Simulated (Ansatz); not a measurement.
# Ytterbium (omega (AlB2-type)) across density functionals

All rows: Ansatz, plane waves with scalar-relativistic PAW, 420 eV (500 eV for the SCAN forms), relaxed under each functional, no dispersion correction, no zero-point motion. B₀ comes from uniform scaling at fixed shape; a dash is a value not given.

```
functional  V (Å³/atom)                                    cell  B₀ (GPa)     magnetic state  ΔE to fcc (meV/atom)
    r²SCAN        34.56  a = 5.874 Å, c = 3.470 Å (c/a = 0.591)        20  spin not included                    66
    PBEsol        32.12  a = 5.723 Å, c = 3.397 Å (c/a = 0.594)        22  spin not included                    65
       LDA        29.37  a = 5.558 Å, c = 3.293 Å (c/a = 0.592)        26  spin not included                    57
    revPBE        37.84  a = 6.030 Å, c = 3.604 Å (c/a = 0.598)        15  spin not included                    77
      RPBE        38.84  a = 6.079 Å, c = 3.641 Å (c/a = 0.599)        14  spin not included                    78
      BLYP        37.16  a = 5.998 Å, c = 3.578 Å (c/a = 0.597)        16  spin not included                    73
```

Task: What does PBE give?

Result: V (Å³/atom): 35.33; cell: a = 5.901 Å, c = 3.514 Å (c/a = 0.596); B₀ (GPa): 18; magnetic state: spin not included; ΔE to fcc (meV/atom): 73.

Semilocal functionals delocalise ytterbium's f shell and shrink the cell.
